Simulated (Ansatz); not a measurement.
Compressing CdSe: a fit and a missing row

CdSe, F-43m, a = 6.197 Å. This isn't the usual stable structure of the compound. Ansatz: PBE, PAW, 420 eV, Γ-centred 10×10×10 mesh on 2 atoms, Gaussian smearing 0.02 eV; no spin polarisation. Symmetry fixes shape and atoms, so the cell is only scaled; pressure is positive in compression.

| V (Å³/atom) | P (GPa) |
| --- | --- |
| 26.176 | ? |
| 27.068 | 5.23 |
| 27.961 | 3.18 |
| 28.853 | 1.44 |
| 29.745 | -0.02 |
| 30.638 | -1.25 |
| 31.530 | -2.29 |
| 32.720 | -3.42 |

Problem. Take V0 = 29.745 Å³/atom, count pressures from its P0 = -0.02 GPa, fit the third-order Birch–Murnaghan form to the other rows, and predict the missing pressure.

Solution. With the Eulerian strain f = ½[(V0/V)^(2/3) − 1] and y = (P − P0)/[3f(1 + 2f)^(5/2)], the form is the line y = B0 + 1.5 B0 (B0′ − 4) f. Rows (f, y): 0.03245, 46.1; 0.02105, 45.7; 0.01025, 45.1; -0.00976, 44.1; -0.01905, 43.8; -0.03079, 43.1. Means f = 0.0006917, y = 44.650; Σ(Δf)² = 0.003004, ΣΔfΔy = 0.1431; the slope is their ratio. y = 44.62 + 47.61 f GPa, so B0 = 44.6 GPa and B0′ = 4 + 2 × (47.61)/(3 × 44.62) = 4.71. At V = 26.176, f = 0.04447, y = 46.74 and P = 7.70 GPa. The run gave 7.68 GPa, so the fit is 0.02 GPa too high, a small miss on the scale of the series.